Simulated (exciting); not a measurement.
# CdTe (F-43m) in exciting: notebook, part 3 of 3

exciting (release sodium). The steps go on from the part before.

### Step 5. Wannier functions, PBE

File input.xml:

```xml
<input>
  <title>CdTe</title>
  <structure speciespath="./" tshift="false">
    <crystal scale="1">
      <basevect>0.000000000000 6.056572229426 6.056572229426</basevect>
      <basevect>6.056572229426 0.000000000000 6.056572229426</basevect>
      <basevect>6.056572229426 6.056572229426 0.000000000000</basevect>
    </crystal>
    <species speciesfile="Te.xml" rmt="2.3">
      <atom coord="0.750000000000 0.750000000000 0.750000000000"/>
    </species>
    <species speciesfile="Cd.xml" rmt="2.3">
      <atom coord="0.000000000000 0.000000000000 0.000000000000"/>
    </species>
  </structure>
  <groundstate do="fromscratch" ngridk="6 6 6" rgkmax="7.5" gmaxvr="14" lmaxapw="10" lmaxmat="10" lmaxvr="8" xctype="GGA_PBE" stype="Gaussian" swidth="0.00018375" nempty="10" ValenceRelativity="iora*" epsengy="1e-05" epspot="1e-05" maxscl="60" outputlevel="normal"/>
  <properties>
    <wannier do="fromscratch">
      <group fst="9" lst="17" method="opfmax"/>
    </wannier>
  </properties>
</input>
```

Potentials or basis: all-electron LAPW+lo, shipped species files, valence relativity iora*.

On the command line:

```console
> OMP_NUM_THREADS=2 exciting_smp
```

INFO.OUT:

```text
================================================================================
EXCITING SODIUM started
[... 10 lines left out ...]

 Lattice vectors (cartesian) :
      0.0000000000      6.0565722294      6.0565722294
      6.0565722294      0.0000000000      6.0565722294
      6.0565722294      6.0565722294      0.0000000000

 Reciprocal lattice vectors (cartesian) :
     -0.5187080306      0.5187080306      0.5187080306
      0.5187080306     -0.5187080306      0.5187080306
      0.5187080306      0.5187080306     -0.5187080306

 Unit cell volume                           :     444.3351786826
 Brillouin zone volume                      :       0.5582502249

 Species :    1 (Te)
     parameters loaded from                 :    Te.xml
     name                                   :    tellurium
     nuclear charge                         :     -52.00000000
     electronic charge                      :      52.00000000
     atomic mass                            :  232600.57070000
     muffin-tin radius                      :       2.30000000
     # of radial points in muffin-tin       :     400

     atomic positions (lattice) :
       1 :   0.75000000  0.75000000  0.75000000

 Species :    2 (Cd)
     parameters loaded from                 :    Cd.xml
     name                                   :    cadmium
     nuclear charge                         :     -48.00000000
     electronic charge                      :      48.00000000
     atomic mass                            :  204912.71750000
     muffin-tin radius                      :       2.30000000
     # of radial points in muffin-tin       :     400

     atomic positions (lattice) :
       1 :   0.00000000  0.00000000  0.00000000

 Total number of atoms per unit cell        :       2

 Spin treatment                             :    spin-unpolarised

 Number of Bravais lattice symmetries       :      48
 Number of crystal symmetries               :      24

 k-point grid                               :       6    6    6
 Total number of k-points                   :      22
 k-point set is reduced with crystal symmetries

 R^MT_min * |G+k|_max (rgkmax)              :       7.50000000
 Species with R^MT_min                      :       1 (Te)
 Maximum |G+k| for APW functions            :       3.26086957
 Maximum |G| for potential and density      :      14.00000000

 G-vector grid sizes                        :      40    40    40
 Total number of G-vectors                  :   20539

 Maximum angular momentum used for
     APW functions                          :      10
     computing H and O matrix elements      :      10
     potential and density                  :       8
     inner part of muffin-tin               :       2

 Total nuclear charge                       :    -100.00000000
 Total electronic charge                    :     100.00000000
 Total core charge                          :      66.00000000
 Total valence charge                       :      34.00000000

 Number of empty states                     :      10
 Total number of valence states             :      28

 Maximum Hamiltonian size                   :     300
 Maximum number of plane-waves              :     274
 Total number of local-orbitals             :      26

 Exchange-correlation type                  :      20
     Perdew-Burke-Ernzerhof, Phys. Rev. Lett. 77, 3865 (1996)
     Generalised gradient approximation (GGA)

 Smearing scheme                            :    Gaussian
 Smearing width                             :       0.00018375

 Using multisecant Broyden potential mixing
[... 16 lines left out ...]
+ SCF iteration number :    1                                                  +
++++++++++++++++++++++++++++++++++++++++++++++++++++++++++++++++++++++++++++++++
 Total energy                               :    -12390.51797378
 _______________________________________________________________
 Fermi energy                               :         0.15980653
 Kinetic energy                             :     13057.54918101
 Coulomb energy                             :    -25117.14657255
 Exchange energy                            :      -325.53735127
 Correlation energy                         :        -5.38323097
[... 426 lines left out ...]
 Estimated fundamental gap                  :         0.03124951
        valence-band maximum at    1      0.0000  0.0000  0.0000
     conduction-band minimum at    1      0.0000  0.0000  0.0000

 RMS change in effective potential (target) :  0.447467E-09  ( 0.100000E-04)
 Absolute change in total energy   (target) :  0.248267E-05  ( 0.100000E-04)
 Charge distance                   (target) :  0.728412E-09  ( 0.100000E-04)

++++++++++++++++++++++++++++++++++++++++++++++++++++++++++++++++++++++++++++++++
| Convergency criteria checked for the last 2 iterations                       +
| Convergence targets achieved. Performing final SCF iteration                 +
++++++++++++++++++++++++++++++++++++++++++++++++++++++++++++++++++++++++++++++++
 Total energy                               :    -12392.94396940
 _______________________________________________________________
 Fermi energy                               :         0.15030451
 Kinetic energy                             :     13055.10771447
 Coulomb energy                             :    -25117.08870544
 Exchange energy                            :      -325.57821565
 Correlation energy                         :        -5.38476278

 DOS at Fermi energy (states/Ha/cell)       :         0.00000000

 Electron charges :
     core                                   :        66.00000000
     core leakage                           :         0.00331626
     valence                                :        34.00000000
     interstitial                           :         4.93171489
     charge in muffin-tin spheres :
                  atom     1    Te          :        49.07512396
                  atom     2    Cd          :        45.99316115
     total charge in muffin-tins            :        95.06828511
     total charge                           :       100.00000000

 Estimated fundamental gap                  :         0.03124951
        valence-band maximum at    1      0.0000  0.0000  0.0000
     conduction-band minimum at    1      0.0000  0.0000  0.0000

++++++++++++++++++++++++++++++++++++++++++++++++++++++++++++++++++++++++++++++++
[... 9 lines left out ...]
| EXCITING SODIUM stopped                                                      =
================================================================================
```

LINENGY.OUT:

```text
Species :    1 (Te), atom :    1
 APW functions :
  l =  0, order =  1 :   0.1312500000
  l =  1, order =  1 :   0.1500000000
  l =  2, order =  1 :   0.9900000000
  l =  3, order =  1 :   0.1500000000
  l =  3, order =  2 :   0.1500000000
  l =  4, order =  1 :   0.1500000000
[... 11 lines left out ...]
  l = 10, order =  1 :   0.1500000000
  l = 10, order =  2 :   0.1500000000
 local-orbital functions :
  l.o. =  1, l =  0, order =  1 :   0.1312500000
  l.o. =  1, l =  0, order =  2 :   0.1312500000
  l.o. =  2, l =  1, order =  1 :   0.1500000000
  l.o. =  2, l =  1, order =  2 :   0.1500000000
  l.o. =  3, l =  2, order =  1 :   0.9900000000
  l.o. =  3, l =  2, order =  2 :   0.9900000000
  l.o. =  4, l =  2, order =  1 :   0.9900000000
  l.o. =  4, l =  2, order =  2 :   0.9900000000
  l.o. =  4, l =  2, order =  3 :   -1.188900000

Species :    2 (Cd), atom :    1
 APW functions :
  l =  0, order =  1 :   0.1500000000
  l =  1, order =  1 :   0.5825000000
  l =  2, order =  1 :  -0.1350000000
  l =  3, order =  1 :   0.1500000000
  l =  3, order =  2 :   0.1500000000
  l =  4, order =  1 :   0.1500000000
[... 11 lines left out ...]
  l = 10, order =  1 :   0.1500000000
  l = 10, order =  2 :   0.1500000000
 local-orbital functions :
  l.o. =  1, l =  0, order =  1 :   0.1500000000
  l.o. =  1, l =  0, order =  2 :   0.1500000000
  l.o. =  2, l =  1, order =  1 :   0.5825000000
  l.o. =  2, l =  1, order =  2 :   0.5825000000
  l.o. =  3, l =  2, order =  1 :  -0.1350000000
  l.o. =  3, l =  2, order =  2 :  -0.1350000000
  l.o. =  4, l =  1, order =  1 :   0.5825000000
  l.o. =  4, l =  1, order =  2 :   0.5825000000
  l.o. =  4, l =  1, order =  3 :   -2.190300000
```

WANNIER_INFO.OUT:

```text
********************************************************************************
* Brillouin zone neighbors for k-gradient                                      *
********************************************************************************

[... 88 lines left out ...]
   8       0.5204    0.8265    0.8265       7.8078    6.9938    0.0090    0.8050
   9       0.8265    0.8265    0.5204       7.8066    6.9927    0.0089    0.8049
================================================================================
                                  total:   42.1188   38.4608    0.0360    3.6220
                                average:    4.6799    4.2734    0.0040    0.4024
```

Wall time 100 s (2 threads of Intel Xeon Platinum 8375C at 2.90GHz (Ice Lake), shared host); peak memory 27 GiB.

What came out:

| Item | Value |
| --- | --- |
| Band gap on the k mesh | 0.85 eV, direct |
| All electrons inside the program's atomic spheres | Te 49.08; Cd 45.99 (radii Te 2.3, Cd 2.3 bohr) |
| Total Wannier spread | 11.79 Å² over 9 functions |

Levels at points of the mesh, in eV from the valence-band top:
| k point | band 14 | band 15 | band 16 | band 17 | band 18 | band 19 | band 20 | band 21 |
| --- | --- | --- | --- | --- | --- | --- | --- | --- |
| (0.00, 0.00, 0.00) | -8.11 | 0.00 | 0.00 | 0.00 | 0.85 | 4.58 | 4.58 | 4.58 |
| (0.50, 0.00, 0.00) | -7.74 | -4.62 | -0.83 | -0.83 | 1.84 | 5.20 | 5.20 | 7.11 |
| (0.50, 0.50, 0.00) | -7.58 | -4.48 | -1.98 | -1.98 | 2.56 | 2.67 | 9.01 | 9.30 |

Wannier centres (Å) and spreads (Å²):
```
function       x       y       z  spread
       1   0.018   0.004   0.006   0.614
       2   0.017  -0.010  -0.008   0.621
       3  -0.010   0.011   0.010   0.606
       4  -0.016   0.004   0.004   0.602
       5  -0.010  -0.010  -0.011   0.606
       6   4.317   5.298   4.317   2.186
       7   5.298   5.298   5.298   2.186
       8   5.298   4.317   4.317   2.186
       9   4.317   4.317   5.298   2.186
```

Caveat: spin-orbit coupling is left out, which moves the levels of the heavy elements.

### Step 6. The reference run

An earlier run on the cell as given: functional PBE; potentials or basis all-electron LAPW+lo, shipped species files, valence relativity iora*; rgkmax 8; k mesh 7 × 7 × 7; occupations fermi-dirac, width 0.05 eV; no spin polarisation.

- Band gap on the k mesh: 0.86 eV, direct
- All electrons inside the program's atomic spheres: Te 49.04; Cd 45.97 (radii Te 2.29, Cd 2.29 bohr)

### Step 7. The runs side by side

| task | level | spin | cell | k mesh | smearing | outputlevel | top of the spectrum (Ha) | broadening (Ha) | nempty | epsengy | rgkmax | other keys | gap on the mesh (eV) |
| --- | --- | --- | --- | --- | --- | --- | --- | --- | --- | --- | --- | --- | --- |
| optical spectrum | PW91+D2 | off | as given | 5 × 5 × 5, shifted | fermi-dirac 0.0272 eV | normal | 0.5 Ha | 0.007 Ha | 28 | 1e-06 Ha | 8 | rmt = Te 1.95, Cd 1.95; mixer = pulay | - |
| real-space fields | PBE (libxc) | off | as given | 7 × 7 × 7 | fermi-dirac 0.05 eV | low | - | - | 10 | 1e-06 Ha | 8 | - | 0.86 |
| real-space fields | RPBE | collinear, ferromagnetic start | volume scaled by 0.92 | 5 × 5 × 5 | fermi-dirac 0.01 eV | normal | - | - | 20 | 1e-06 Ha | 8 | - | 1.26 |
| Wannier functions | PBE | off | as given | 6 × 6 × 6 | gaussian 0.005 eV | - | - | - | 10 | 1e-05 Ha | 7.5 | - | 0.85 |
| single point | PBE | off | as given | 7 × 7 × 7 | fermi-dirac 0.05 eV | - | - | - | 10 | 1e-06 Ha | 8 | - | 0.86 |

Alike in all rows: potentials or basis all-electron LAPW+lo, shipped species files, valence relativity iora*.

Caveats: spin-orbit coupling is left out, which moves the levels of the heavy elements (some runs); the dispersion energy is computed afterwards and isn't part of the total energy (some runs); spectra need much finer meshes, so this one isn't converged (some runs); independent-particle spectra lack excitons (some runs); rgkmax is low for these elements, so energy differences scatter by about 1 meV per atom (some runs).

Compare energies only between runs with the same functional and basis.

### Step 8. Comparison with measurements

Step 3. A measured gap of CdTe is 1.607 eV (0 K; a printed reference work, data compilation); the calculated 0.86 eV misses it by -0.75 eV. Spin-orbit coupling on Cd, Te is left out. The value is that of PBE (libxc), without temperature or zero-point motion.

Step 5. Measured gap of CdTe: 1.607 eV (0 K; a printed reference work, data compilation). This calculation gives 0.85 eV (-0.76 eV). Spin-orbit coupling on Cd, Te is left out. The value is that of PBE, without temperature or zero-point motion. Semilocal functionals fall short of measured gaps as a rule.
